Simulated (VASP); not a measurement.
## SrTiO3 (Tausonite): dielectric tensor with PBE

Crystal: SrTiO3 (Tausonite).

```xyz
5
Lattice="3.9398 0.0000 0.0000 0.0000 3.9398 0.0000 0.0000 0.0000 3.9398" Properties=species:S:1:pos:R:3 pbc="T T T"
Sr    1.9699    1.9699    1.9699
Ti    0.0000    0.0000    0.0000
O     1.9699    0.0000    0.0000
O     0.0000    1.9699    0.0000
O     0.0000    0.0000    1.9699
```

```json
{
 "Program": "VASP 6.6.1",
 "Task": "dielectric tensor",
 "Functional": "PBE",
 "Potentials or basis": "VASP PAW PBE potentials, release 64 (Sr_sv, Ti_sv, O)",
 "Cutoff": "600 eV",
 "k mesh": "10 × 10 × 10",
 "Occupations": "gaussian, width 0.03 eV",
 "Spin": "no spin polarisation",
 "Monkhorst-Pack mesh": "yes",
 "Further INCAR settings": "ALGO = Normal; EDIFF = 1e-08"
}
```

The electronic dielectric tensor (diagonal) is 6.33 and the born charges (mean of the diagonal) is Sr +2.55; Ti +7.37; O -3.31 e.

Levels at points of the mesh, in eV from the valence-band top:
| k point | band 16 | band 17 | band 18 | band 19 | band 20 | band 21 | band 22 | band 23 | band 24 |
| --- | --- | --- | --- | --- | --- | --- | --- | --- | --- |
| (0.05, 0.05, 0.05) | -1.24 | -1.07 | -0.52 | -0.43 | -0.43 | 1.94 | 1.96 | 1.96 | 4.28 |

Electronic dielectric tensor:
```
6.33 0.00 0.00
0.00 6.33 0.00
0.00 0.00 6.33
```

Born effective charge tensors (e):
atom 1, Sr
```
2.55 0.00 0.00
0.00 2.55 0.00
0.00 0.00 2.55
```
atom 2, Ti
```
7.37 0.00 0.00
0.00 7.37 0.00
0.00 0.00 7.37
```
atom 3, O
```
-5.87  0.00  0.00
 0.00 -2.02  0.00
 0.00  0.00 -2.02
```
atom 4, O
```
-2.02  0.00  0.00
 0.00 -5.87  0.00
 0.00  0.00 -2.02
```
atom 5, O
```
-2.02  0.00  0.00
 0.00 -2.02  0.00
 0.00  0.00 -5.87
```

It took 24 min on 2 MPI ranks on Intel(R) Xeon(R) Platinum 8375C CPU @ 2.90GHz (Ice Lake), with other jobs on the host, peak memory 0.5 GiB a rank.
